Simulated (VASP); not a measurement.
A run of VASP 6.6.1 is set up as follows.

File INCAR:

```
SYSTEM = Cu
ALGO     = Normal         ! electronic algorithm
EDIFF    = 1E-7           ! SCF threshold, eV
ENCUT    = 520            ! plane-wave cutoff, eV
GGA      = PS             ! functional
ISIF     = 2              ! what is computed and relaxed
ISMEAR   = 0              ! smearing method
LASPH    = .True.         ! aspherical terms in the spheres
LCHARG   = .True.         ! write CHGCAR
LELF     = .True.         ! ELF
LREAL    = .False.        ! projectors in reciprocal space
LVHAR    = .True.       
LWAVE    = .False.        ! write WAVECAR
NBANDS   = 18             ! bands
NELM     = 100            ! most SCF steps
PREC     = Accurate       ! precision mode
SIGMA    = 0.1            ! smearing width, eV
```

Contents of KPOINTS:

```
k-points
0
Gamma
  9 9 9
  0 0 0
```

The input POSCAR:

```
Cu
1.0
    1.5501307534      0.8949684078      2.8745316323
   -1.5501307534      0.8949684078      2.8745316323
    0.0000000000     -1.7899368155      2.8745316323
Cu
2
Direct
    0.2275400000      0.2275400000      0.2275400000
    0.7724600000      0.7724600000      0.7724600000
```

Potentials or basis: VASP PAW PBE potentials, release 64 (Cu).

The run is started by

```bash
$ cat potpaw_PBE.64/Cu/POTCAR > POTCAR
$ mpirun -np 1 vasp_std > vasp.out
```

(1) What does it give for the largest force?

(2) Estimate the pressure.

(3) Predict the band gap on the k mesh.

Answers

(1) 4.547 eV/Å.

(2) 30.3 GPa.

(3) none (metal or under the smearing width).

Caveat: a pressure of tens of GPa on the cell as given is suspect, and the run, the potentials or the cell itself is likely at fault; the PAW data sets were made with another functional, which shifts forces and pressure a little.
